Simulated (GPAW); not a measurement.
# TiO2 (P4_2/mnm) in GPAW: single point with PBEsol+U

Aim: the single point of TiO2 with PBEsol+U.

Program: GPAW 26.7.0. These are calculated values, not measurements. Logs are shortened: lines on timing, memory, paths and dates and some standing lists are left out, and cuts for length are marked. The log counts tension as positive stress, the text compression.

## (1) The crystal as given

Symmetry: P4_2/mnm, No. 136, tetragonal system. Conventional cell: a = 4.600 Å, b = 4.600 Å, c = 2.959 Å, α = 90.00°, β = 90.00°, γ = 90.00°. Ti (site symmetry mmm) has 6 O at 1.95 to 1.98 Å as nearest neighbours. O (site symmetry m2m) has 3 Ti at 1.95 to 1.98 Å as nearest neighbours.

The cell is a database's computed one.

## (2) Single point, PBEsol+U

Input file run.py:

```python
from ase import Atoms
from ase.dft.bandgap import bandgap
from ase.io import write
from ase.units import GPa
from gpaw import GPAW, PW, setup_paths

setup_paths.insert(0, '.')

atoms = Atoms(['Ti', 'Ti', 'O', 'O', 'O', 'O'],
              cell=[[4.5998373239, 0.0, 0.0],
                    [0.0, 4.5998373239, 0.0],
                    [0.0, 0.0, 2.95921356]],
              scaled_positions=[[0.0, 0.0, 0.5],
                                [0.5, 0.5, 0.0],
                                [0.30432132, 0.30432132, 0.5],
                                [0.19567868, 0.80432132, 0.0],
                                [0.80432132, 0.19567868, 0.0],
                                [0.69567868, 0.69567868, 0.5]],
              pbc=True)

calc = GPAW(mode=PW(550),
            xc='PBEsol',
            kpts={'size': (5, 5, 7), 'gamma': True},
            occupations={'name': 'fermi-dirac', 'width': 0.01},
            setups={'Ti': ':d,3.0'},
            nbands=43,
            convergence={'density': 1e-05, 'energy': 1e-05},
            maxiter=150,
            txt='gpaw.txt')
atoms.calc = calc
energy = atoms.get_potential_energy()
forces = atoms.get_forces()
stress = atoms.get_stress()
calc.write('gs.gpw')
write('result.traj', atoms)
print(f'Energy: {energy:.6f} eV')
print('Forces (eV/A):')
print(forces.round(4))
print('Stress (GPa):', (stress / GPa).round(3))
print('Fermi level:', round(calc.get_fermi_level(), 4), 'eV')
print(f'Gap: {bandgap(calc)[0]:.4f} eV, direct: {bandgap(calc, direct=True)[0]:.4f} eV')
```

Potentials or basis: PAW data sets generated in the run's folder for this functional, pw.

On the command line:

```console
$ gpaw-setup -f PBEsol O Ti
$ OMP_NUM_THREADS=1 python run.py
```

gpaw.txt:

```text
__  _  _
 | _ |_)|_||  |
 |__||  | ||/\| - 26.7.0

Input parameters:
  mode=PW(ecut=550.0),
  convergence={'density': 1e-05, 'energy': 1e-05},
  kpts=MonkhorstPack(size=(5, 5, 7), gamma=True),
  maxiter=150,
  nbands=43,
  occupations=Occupations(name='fermi-dirac', width=0.01),
  setups={'Ti': ':d,3.0'},
  xc=XC(name='PBEsol')

Diagonalizing LCAO Hamiltonian
Converting LCAO to pw mode
    .----------.
   /|          |
  / |          |
 *  |      O   |
 |  .O---------.
 Ti/  O Ti    /
 |/       O  /
 *----------*

Atoms  # Å, Bohr magnetons
|   | symbol |        x |        y |        z |    initial magnetic moments |
|---|--------|----------|----------|----------|-----------------------------|
| 0 |     Ti | 0.000000 | 0.000000 | 1.479607 | ( 0.0000,  0.0000,  0.0000) |
| 1 |     Ti | 2.299919 | 2.299919 | 0.000000 | ( 0.0000,  0.0000,  0.0000) |
| 2 |      O | 1.399829 | 1.399829 | 1.479607 | ( 0.0000,  0.0000,  0.0000) |
| 3 |      O | 0.900090 | 3.699747 | 0.000000 | ( 0.0000,  0.0000,  0.0000) |
| 4 |      O | 3.699747 | 0.900090 | 0.000000 | ( 0.0000,  0.0000,  0.0000) |
| 5 |      O | 3.200009 | 3.200009 | 1.479607 | ( 0.0000,  0.0000,  0.0000) |

Unit cell  # Å
| periodic |        x |        y |        z |  lengths |    angles |
|----------|----------|----------|----------|----------|-----------|
|      yes | 4.599837 | 0.000000 | 0.000000 | 4.599837 | 90.000000 |
|      yes | 0.000000 | 4.599837 | 0.000000 | 4.599837 | 90.000000 |
|      yes | 0.000000 | 0.000000 | 2.959214 | 2.959214 | 90.000000 |

Number of symmetries: 8
Symmetry operations  # r_c * U_cc + t_c -> r_c
|   | kind |            matrix            |
|---|------|------------------------------|
| 0 |  E   |  1, 0, 0,  0, 1, 0,  0, 0, 1 |
| 1 |  σ   |  1, 0, 0,  0, 1, 0,  0, 0,-1 |
| 2 |  σ   |  0, 1, 0,  1, 0, 0,  0, 0, 1 |
| 3 |  C2  |  0, 1, 0,  1, 0, 0,  0, 0,-1 |
| 4 |  σ   |  0,-1, 0, -1, 0, 0,  0, 0, 1 |
| 5 |  C2  |  0,-1, 0, -1, 0, 0,  0, 0,-1 |
| 6 |  C2  | -1, 0, 0,  0,-1, 0,  0, 0, 1 |
| 7 |  i   | -1, 0, 0,  0,-1, 0,  0, 0,-1 |

BZ-sampling:
  Number of BZ points: 175
  Number of IBZ points: 36

  Monkhorst-Pack size: [5, 5, 7]
  Monkhorst-Pack shift: [0, 0, 0]

K-points  # in reciprocal-cell coordinates
|     |                                coordinates |     weight |
|-----|--------------------------------------------|------------|
|   0 | (  0.00000000,   0.00000000,   0.00000000) | 0.00571429 |
|   1 | (  0.00000000,   0.00000000,   0.14285714) | 0.01142857 |
|   2 | (  0.00000000,   0.00000000,   0.28571429) | 0.01142857 |
|   3 | (  0.00000000,   0.00000000,   0.42857143) | 0.01142857 |
|   4 | (  0.20000000,  -0.20000000,   0.00000000) | 0.01142857 |
|   5 | (  0.20000000,  -0.20000000,   0.14285714) | 0.02285714 |
|   6 | (  0.20000000,  -0.20000000,   0.28571429) | 0.02285714 |
|   7 | (  0.20000000,  -0.20000000,   0.42857143) | 0.02285714 |
|   8 | (  0.20000000,   0.00000000,   0.00000000) | 0.02285714 |
|   9 | (  0.20000000,   0.00000000,   0.14285714) | 0.04571429 |
| ... |                                            |            |
|  35 | (  0.40000000,   0.40000000,   0.42857143) | 0.02285714 |

Plane wave coefficients: 1871
Cutoff: 550.0 eV

Spin-components: 1 (collinear spins)
Bands:           43
Projectors:      32
Spin-degeneracy: 2
Datatype:        complex128

Density:
  Valence electrons: 48.0
  Components: 1
  Grid points: [25 25 18]
  Charge: 0.0  # |e|

Potential:
  Grid points: [25 25 18]

species:
  Ti:
    name:    Titanium
    Z:       22.0
    valence: 12
    core:    10
    charge:  0.0  # [|e|]
    Hubbard: {U: 3.0,  # eV
              l: 2,
              scale: True}
    compensation charges:
      type: gauss
      rc: 0.38  # [Å]
      lmax: 2
    cutoffs:
      filter: 2.23  # [Å]
      core: 1.02  # [Å]
    projectors
    | kind |    occ | energy [eV] | rcut [Å] |
    |------|--------|-------------|----------|
    |   3s |  2.000 |     -62.441 |    1.270 |
    |   4s |  2.000 |      -4.477 |    1.270 |
    |   3p |  6.000 |     -38.776 |    1.058 |
    |   4p |  0.000 |      -1.449 |    1.058 |
    |   3d |  2.000 |      -4.275 |    1.058 |
    |    d |        |      22.937 |    1.058 |

    Using partial waves for Ti as LCAO basis

  O:
    name:    Oxygen
    Z:       8.0
    valence: 6
    core:    2
    charge:  0.0  # [|e|]
    compensation charges:
      type: gauss
      rc: 0.21  # [Å]
      lmax: 2
    cutoffs:
      filter: 1.17  # [Å]
      core: 0.83  # [Å]
    projectors
    | kind |    occ | energy [eV] | rcut [Å] |
    |------|--------|-------------|----------|
    |   2s |  2.000 |     -23.808 |    0.688 |
    |   2p |  4.000 |      -8.972 |    0.598 |
    |    s |        |       3.404 |    0.688 |
    |    p |        |      18.239 |    0.598 |
    |    d |        |       0.000 |    0.619 |

    Using partial waves for O as LCAO basis

Reference energy: -54531.363041  # eV

eigensolver:
  PPCG
  Converge bands: occupied
  niter=2

density mixing:
  MSR1-Mixer
  Pratt-step length: 0.05
  Maximum mixing coefficient: 0.75
  Old densities: 10
  SVD Regularization: 0.005
  Good broyden scale: 1.0
  Trust region scale: 1.0
  Backstep threshold: 4.0
  History deletion threshold: 6.0
  Fourier metric: weight=20.0, sigma=0.015

occupation numbers:
  Fermi-Dirac:
    width: 0.0100  # eV

poisson solver:
  ecut: 4400.0  # eV

xc functional:
  name: PBEsol with 2 nearest neighbor stencil

convergence criteria:
[... 6 lines left out ...]
|iter     | |      energy | eigst |  dens |
|---------|-|-------------|-------|-------|
|iter:   1| |  -59.790660 | -0.31 |       |
|iter:   2| |  -56.711281 | -1.90 | -0.78 |
|iter:   3| |  -50.168774 | -0.64 | -0.84 |
|iter:   4| |  -49.770915 | -1.93 | -1.35 |
|iter:   5| |  -49.792752 | -2.52 | -1.63 |
|iter:   6| |  -49.760115 | -3.29 | -1.99 |
|iter:   7| |  -49.759157 | -4.19 | -2.71 |
|iter:   8| |  -49.759224 | -5.70 | -3.41 |
|iter:   9| |  -49.759223c| -6.67 | -3.78 |
|iter:  10| |  -49.759221c| -7.11 | -4.10 |
|iter:  11| |  -49.759221c| -7.67c| -4.86 |
|iter:  12| |  -49.759221c| -8.29c| -5.15c|

Converged in 12 steps
Energy contributions relative to reference atoms: (reference = -54531.363041)

Energy contributions:
  Kinetic:          44.591100
  Coulomb:         -55.040077
  Zero:              0.885865
  External:          0.000000
  Xc:              -40.196108
  Entropy:          -0.000000
  Spinorbit:         0.000000
  ----------------------------
  Free energy:     -49.759221
  Extrapolated:    -49.759221

dipole moment: (-14.954803, -14.954803, -26.231655)  # |e|*Ang

Fermi level: 6.604
Eigenvalues  # (at kpt = [0.000, 0.000, 0.000])
| band index |      eig [eV] | occ [0-2] |
|------------|---------------|-----------|
|          0 |       -51.835 |     2.000 |
|        ... |               |           |
|         16 |         1.901 |     2.000 |
|         17 |         3.044 |     2.000 |
|         18 |         3.044 |     2.000 |
|         19 |         3.646 |     2.000 |
|         20 |         4.952 |     2.000 |
|         21 |         5.232 |     2.000 |
[... 8 lines left out ...]
|         30 |        10.832 |     0.000 |
|         31 |        12.429 |     0.000 |
|        ... |               |           |
|         42 |        24.723 |     0.000 |

Gap: 2.302 eV
Transition (v -> c):
  (s=0, k=0, n=23, [0.00, 0.00, 0.00]) -> (s=0, k=0, n=24, [0.00, 0.00, 0.00])
No difference between direct/indirect transitions

Forces  # eV/Ang
|        x |        y |       z |
|----------|----------|---------|
|  0.00000 |  0.00000 | 0.00000 |  # Ti   0
|  0.00000 |  0.00000 | 0.00000 |  # Ti   1
| -0.00296 | -0.00296 | 0.00000 |  # O    2
|  0.01516 | -0.01516 | 0.00000 |  # O    3
| -0.01516 |  0.01516 | 0.00000 |  # O    4
|  0.00296 |  0.00296 | 0.00000 |  # O    5

Stress tensor  # eV/Ang^3
|         x |         y |        z |
|-----------|-----------|----------|
|  0.064445 | -0.000024 | 0.000000 |
| -0.000024 |  0.064445 | 0.000000 |
|  0.000000 |  0.000000 | 0.053063 |

# Writing to gs.gpw (mode='')
```

stdout:

```text
Energy: -49.759221 eV
Forces (eV/A):
[[ 0.      0.      0.    ]
 [ 0.      0.      0.    ]
 [-0.003  -0.003   0.    ]
 [ 0.0152 -0.0152  0.    ]
 [-0.0152  0.0152  0.    ]
 [ 0.003   0.003   0.    ]]
Stress (GPa): [ 1.0325e+01  1.0325e+01  8.5020e+00  0.0000e+00  0.0000e+00 -4.0000e-03]
Fermi level: 6.6043 eV
Gap: 2.3017 eV, direct: 2.3017 eV
```

Wall time 65 s (1 thread of Arm Neoverse V1, shared host); peak memory 0.21 GiB.

These settings aren't checked as converged: the numbers below hold their error.

Results:

- Free energy: -49.7592 eV
- Pressure: -9.7 GPa
- Largest force: 0.021 eV/Å
- Band gap on the k mesh: 2.30 eV, direct

Caveat: the cutoff is short for stress and forces, so pressures can be off by a GPa or more; an odd mesh through Γ misses points on the zone boundary, where band edges often lie.
